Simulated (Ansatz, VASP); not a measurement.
## One calculation of GaAs, two programs

```
Ga As
1.0
     3.84042    0.00000    0.00000
    -1.92021    3.32590    0.00000
     0.00000    0.00000    3.24028
Ga As
1 1
Direct
  0.00000 0.00000 0.00000
  0.33333 0.66667 0.50000
```

Alike in both runs: functional PBE; k mesh 13 × 13 × 11; occupations fermi-dirac, width 0.05 eV; no spin polarisation.

Ansatz relaxed the structure, and its values are those at the end. VASP's run is a single point on that final structure, the one shown.

|  | VASP | Ansatz |
| --- | --- | --- |
| version | VASP 6.6.1 | Ansatz 0.2.0 |
| potentials or method | VASP PAW PBE potentials, release 64 (Ga_d, As) | PAW with Ansatz's default frozen-core files, scalar-relativistic |
| plane-wave cutoff (eV) | 520 | 420 |
| valence electrons in the cell | 18 | 28 |

Ansatz gave:

```
pressure (GPa) : 0.0
```

Question: Which values does VASP return?

Answer: Pressure (GPa): 0.1.

The two sets of potentials don't hold the same shells in valence.
